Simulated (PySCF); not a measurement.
Level of theory: delta-SCF UKS SCAN, pcX-2 on the ionised atom, pcseg-1 elsewhere, spin-free X2C (PySCF). Geometries: PBE0-D3(BJ)/def2-SVP; isolated species, one conformer each. Values against the vacuum level.

Question: Rank by computed C 1s binding energy, lowest first.
A. C3 in `[CH2:1]1[CH2:2][CH2:3][NH:4][CH2:5][CH2:6]1`
B. C2 in `[CH2:1]=[C:2]([CH2:3][Cl:4])[SiH2:5][GeH2:6][O:7][SiH3:8]`
C. Carbon in `O=CCl`
D. C4 in `[NH2:1][CH:2]1[CH2:3][CH2:4][CH2:5][CH2:6]1`
E. C7 in `[CH3:1][CH2:2][CH2:3][C@@H:4]([CH3:5])[O:6][CH2:7][CH3:8]`

Answer: D (290.35 eV), B (290.60 eV), A (291.10 eV), E (291.89 eV), C (295.78 eV).

From the lowest up, the atoms are bonded to: 2 C and 2 H (290.35); C (double bond), C and Si (290.60); N, C and 2 H (291.10); O, C and 2 H (291.89); O (double bond), Cl and H (295.78).

Question: Order these sites by rising O 1s binding energy.
A. Oxygen in `CCC[C@@H](C)OCC`
B. Oxygen in `O=CCl`
C. Oxygen in `[O-][As]([O-])(=S)[S-]`
D. Oxygen in `C=C(CCl)[SiH2][GeH2][O][SiH3]`

Answer: C (521.06 eV), D (536.92 eV), A (537.76 eV), B (539.63 eV).

From the lowest up, the atoms are bonded to: As in a species of charge -3 (521.06); Ge and Si (536.92); 2 C (537.76); C (double bond) (539.63).

The basis sets have no added diffuse functions, a weakness for anions.
